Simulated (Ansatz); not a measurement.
**V: a prediction, then the measurements**

The calculation used DFT PBE, scalar-relativistic, plane waves, PAW (Ansatz).

Cutoff 420 eV; k points 24×24×24 on the computed 1-atom cell (Γ-centred); Gaussian smearing, width 0.10 eV; no spin polarisation.

Relaxed structure:

```cif
data_structure
_symmetry_space_group_name_H-M 'P 1'
_symmetry_Int_Tables_number 1
_cell_length_a 2.5954
_cell_length_b 2.5954
_cell_length_c 2.5954
_cell_angle_alpha 109.477
_cell_angle_beta 109.477
_cell_angle_gamma 109.477
_cell_volume 13.46
loop_
_atom_site_label
_atom_site_type_symbol
_atom_site_fract_x
_atom_site_fract_y
_atom_site_fract_z
_atom_site_occupancy
V1 V 0.00000 0.00000 0.00000 1
```

```json
{"Space group": "Im-3m (No. 229)", "Volume per atom": "13.46 Å³", "Energy over the standard state (uncorrected)": "+0.001 eV/atom", "Kohn–Sham band gap": "none (metal)", "Density of states at the Fermi level": "1.8 states/eV per cell", "Orbital (Löwdin) character within 0.5 eV of the Fermi level": "V 3d 87 %, unprojected 6 %", "Bader charge by site (e)": "V (1 in the cell) 0.00"}
```

**Against measurements.**

A measured lattice constant a of V is 3.03 Å (a printed reference work (data compilation)); the calculated 2.997 Å falls short of it by 1.1 %. The calculation is for 0 K without zero-point motion.

The cell was reached from a generator's guess, though it ends in a space group that the Crystallography Open Database lists for this formula. Löwdin shares on free-atom orbitals overweight diffuse shells.
